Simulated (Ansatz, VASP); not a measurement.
**TaN in VASP and in Ansatz**

File INCAR:

```
  ALGO = Normal
  EDIFF = 1E-7
  ENCUT = 520
  GGA = PE
  ISIF = 2
  ISMEAR = -1
  LASPH = True
  LCHARG = False
  LREAL = False
  LWAVE = False
  NBANDS = 15
  NELM = 100
  PREC = Accurate
  SIGMA = 0.05
```

File KPOINTS:

```
k-points
0
Gamma
  10 10 10
```

POSCAR

```
TaN
1.0
    0.0000000000      2.2546932853      2.2546932853
    2.2546932853      0.0000000000      2.2546932853
    2.2546932853      2.2546932853      0.0000000000
Ta N
1 1
Direct
    0.5000000000      0.5000000000      0.5000000000
    0.0000000000      0.0000000000      0.0000000000
```

Contents of input.yaml:

```yaml
crystal:
  lattice:
    - [0.0, 2.2546932853, 2.2546932853]
    - [2.2546932853, 0.0, 2.2546932853]
    - [2.2546932853, 2.2546932853, 0.0]
  atoms:
    - { symbol: Ta, position: [0.5, 0.5, 0.5] }
    - { symbol: "N", position: [0.0, 0.0, 0.0] }
hamiltonian:
  xc: pbe
  pseudopotentials: { kind: paw }
kpoints:
  mp_grid: { grid: [10, 10, 10] }
scf:
  occupations: { method: fermi_dirac, width: 0.05 }
output:
  forces: true
  stress: true
  eigenvalues: true
```

The cell comes from a database or a generator and needn't be the stable form of this composition.

Alike in both runs: task single point; functional PBE; k mesh 10 × 10 × 10; occupations fermi-dirac, width 0.05 eV; no spin polarisation.

```csv
,VASP,Ansatz
version,VASP 6.6.1,Ansatz 0.2.0
potentials or method,"VASP PAW PBE potentials, release 64 (Ta_pv, N)",Ansatz PAW
plane-wave cutoff (eV),520,420
valence electrons in the cell,16,18
```

|  | VASP | Ansatz | Ansatz less VASP |
| --- | --- | --- | --- |
| gap on the k mesh at the Fermi level (eV) | none | none | - |
| pressure (GPa) | -17.3 | -17.9 | -0.55 |

A gap of «none» marks a metal or a gap that the smearing closes. With one functional, cell and mesh, what is left measures potentials, basis and numerics. The two sets of potentials don't hold the same shells in valence.

Caveats: so large a pressure means that the cell lies far from this level's equilibrium, or that cutoff or potentials fall short (VASP); the pressure holds a Pulay correction of +0.5 GPa for the finite cutoff (Ansatz). Spin-orbit coupling is left out, which matters for the levels of Ta.
